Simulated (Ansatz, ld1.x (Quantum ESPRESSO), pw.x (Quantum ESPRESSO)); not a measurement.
# Mn (fcc): variants of one PAW potential in the solid

Mn, PAW, made with ld1.x (Quantum ESPRESSO) 7.5 (PBE, scalar-relativistic). Core [Ar], reference 3d5 4s2 4p0. Waves: 4s (bound): rcut 2.20, rcutus 2.70 bohr; 4s channel at 0.15 Ry: rcut 2.20, rcutus 2.70 bohr; 4p (bound, empty): rcut 3.30, rcutus 4.00 bohr; 4p channel at 4.3 Ry: rcut 3.30, rcutus 4.00 bohr; 3d (bound): rcut 1.10, rcutus 1.45 bohr; 3d channel at 1.2 Ry: rcut 1.10, rcutus 1.45 bohr. Local part: all-electron potential smoothed inside 3.75 bohr (lloc = -1). Core correction: a·sin(br)/r model core inside 0.70 bohr. Augmentation charge: BESSEL, radius 1.00 bohr.

Crystal test: fcc Mn in pw.x 7.5, no spin, 16³ k-points, Fermi–Dirac smearing 0.01 Ry, cutoffs set for each file from its atomic test. The reference is all-electron LAPW (Ansatz 0.2.0) with the same functional, mesh and smearing; V0 and B0 come from Birch–Murnaghan fits to the pressures at five volumes. Errors are pseudo minus all-electron; Δ is the rms difference of the E(V) curves that follow from these fits, minima aligned, over ±6 % about the mean V0. Mesh and smearing are coarse, so the numbers serve the comparison and aren't converged zero-temperature values; the lattice is a test structure that the element need not adopt. Spin polarisation and strong correlation are left out, which matters for this element.

All-electron: a0 = 3.506 Å (V0 = 10.77 Å³/atom), B0 = 276.5 GPa.

Base: The largest radius (4.00 bohr) exceeds half the bond length (2.34 bohr), so the spheres overlap, which is one possible source of error among others. This is a poor potential for the solid. Atomic configuration tests: 1 of 7 tests not solved or not reliable.

1 further variants are left out: they gave no file fit for a test, a broken result, the same result as the base, or pressures whose basis-set error rivals the error shown.

A dash in a converged row means that the minimum lies outside the volumes sampled.

| change | cutoffs (Ry) | pw.x | mean pressure error (GPa) |
| --- | --- | --- | --- |
| base | 100/800 | converged | +31.44 |
| all radii but the core radius scaled by about 0.90 (s 2.44, p 3.62, d 1.30 bohr, rcut 1.98/2.98/1.00); local potential all-electron potential smoothed inside 3.38 bohr (lloc = -1); augmentation BESSEL, radius 0.90 bohr | 135/900 | converged | +19.23 |
| all radii but the core radius scaled by about 1.03 (s 2.78, p 4.12, d 1.50 bohr, rcut 2.26/3.40/1.14); local potential all-electron potential smoothed inside 3.86 bohr (lloc = -1); augmentation BESSEL, radius 1.04 bohr | 100/800 | converged | +32.43 |
| all radii but the core radius scaled by about 1.19 (s 3.20, p 4.74, d 1.72 bohr, rcut 2.60/3.92/1.30); local potential all-electron potential smoothed inside 4.44 bohr (lloc = -1); augmentation BESSEL, radius 1.18 bohr | 70/560 | failed (cdiaghg: S matrix not positive definite) | – |

Question: Give the row for: all radii but the core radius scaled by about 1.37 (s 3.70, p 5.48, d 1.98 bohr, rcut 3.02/4.52/1.50); local potential all-electron potential smoothed inside 5.14 bohr (lloc = -1); augmentation BESSEL, radius 1.38 bohr.

Answer: pw.x: failed (cdiaghg: S matrix not positive definite).
